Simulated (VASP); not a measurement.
The system is Ta.

```
CELL_PARAMETERS angstrom
5.28100 0.00000 0.00000
0.00000 5.28100 0.00000
0.00000 0.00000 5.28100
ATOMIC_POSITIONS crystal
Ta 0.00000 0.00000 0.00000
Ta 0.50000 0.50000 0.50000
Ta 0.25000 0.00000 0.50000
Ta 0.75000 0.00000 0.50000
Ta 0.50000 0.75000 0.00000
Ta 0.50000 0.25000 0.00000
Ta 0.00000 0.50000 0.75000
Ta 0.00000 0.50000 0.25000
```

This isn't the form of Ta at room conditions, which is bcc.

* Program: VASP 6.6.1
* Task: relaxation of cell and atoms
* Functional: PBEsol
* Potentials or basis: VASP PAW PBE potentials, release 64 (Ta_pv)
* Cutoff: 600 eV
* k mesh: 8 × 8 × 8
* Occupations: methfessel-paxton, width 0.1 eV
* Spin: no spin polarisation

At the start: pressure -2.9 GPa; volume 18.41 Å³/atom.

Problem. Where does the relaxation end?

Solution. Over 3 steps the energy falls by 2.4 meV/atom and the volume is 18.15 Å³/atom (-1.4 %); space group Pm-3n (No. 223, to 0.05 Å).

Step by step:
```csv
step,energy change (eV),largest force (eV/Å),pressure (GPa),volume (Å³)
1,0.0000,0.0000,-2.91,147.28
2,0.0937,0.0000,7.56,140.26
3,-0.0194,0.0000,-0.04,145.20
```

Final structure:
```
Ta
1.0
     5.25601    0.00000    0.00000
     0.00000    5.25601    0.00000
     0.00000    0.00000    5.25601
Ta
8
Direct
  0.00000 0.00000 0.00000
  0.50000 0.50000 0.50000
  0.25000 0.00000 0.50000
  0.75000 0.00000 0.50000
  0.50000 0.75000 0.00000
  0.50000 0.25000 0.00000
  0.00000 0.50000 0.75000
  0.00000 0.50000 0.25000
```

Caveat: the PAW data sets were made with another functional, which shifts forces and pressure a little.
